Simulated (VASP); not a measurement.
# CdSe: relaxation of cell and atoms with LDA

Crystal: CdSe.

```
Cd Se
1.0
     0.00000    3.09841    3.09841
     3.09841    0.00000    3.09841
     3.09841    3.09841    0.00000
Cd Se
1 1
Cartesian
  0.0000 0.0000 0.0000
  4.6476 4.6476 4.6476
```

Measurements of this composition are mostly on another form, of space group No. 186.

```
Program                : VASP 6.6.1
Task                   : relaxation of cell and atoms
Functional             : LDA
Potentials or basis    : VASP PAW LDA potentials, release 64 (Cd, Se)
Cutoff                 : 600 eV
k mesh                 : 10 × 10 × 10
Occupations            : gaussian, width 0.02 eV
Spin                   : no spin polarisation
Dipole correction      : no
Further INCAR settings : ALGO = Normal; EDIFF = 1e-07; IBRION = 2; EDIFFG = -0.005; NSW = 70; ISIF = 3
```

```yaml
Relaxed_volume: 27.31 Å³/atom
Relaxed_cell: a = 4.259 Å, b = 4.259 Å, c = 4.259 Å, α = 60.00°, β = 60.00°, γ = 60.00°
Space_group_after_relaxing_to_0.05_Å: F-43m (No. 216)
Energy_gained_by_relaxing: 33.4 meV/atom
Ionic_steps: 3
Pressure_after_relaxing: 0.0 GPa
Band_gap_on_the_k_mesh: 0.42 eV, direct
```

The path:
```tsv
step	energy change (eV)	largest force (eV/Å)	pressure (GPa)	volume (Å³)
1	0.0000	0.0000	-4.05	59.49
2	-0.0603	0.0000	1.57	53.25
3	-0.0668	0.0000	0.00	54.62
```

Final structure:
```xyz
2
Lattice="0.0000 3.0114 3.0114 3.0114 0.0000 3.0114 3.0114 3.0114 0.0000" Properties=species:S:1:pos:R:3 pbc="T T T"
Cd    0.0000    0.0000    0.0000
Se    4.5170    4.5170    4.5170
```

Levels at points of the mesh, in eV from the valence-band top:
| k point | band 5 | band 6 | band 7 | band 8 | band 9 | band 10 | band 11 | band 12 | band 13 |
| --- | --- | --- | --- | --- | --- | --- | --- | --- | --- |
| (0.00, 0.00, 0.00) | -7.65 | -7.65 | 0.00 | 0.00 | 0.00 | 0.42 | 5.80 | 5.80 | 5.80 |
| (0.50, 0.00, 0.00) | -7.62 | -7.33 | -4.66 | -0.81 | -0.81 | 2.23 | 6.32 | 6.32 | 7.28 |
| (0.50, 0.50, 0.00) | -7.58 | -7.27 | -4.30 | -1.99 | -1.99 | 2.88 | 3.64 | 9.02 | 10.20 |

It took 46 s on 1 thread of Intel(R) Xeon(R) Platinum 8559C (Emerald Rapids), on a shared host, peak memory 0.21 GiB.
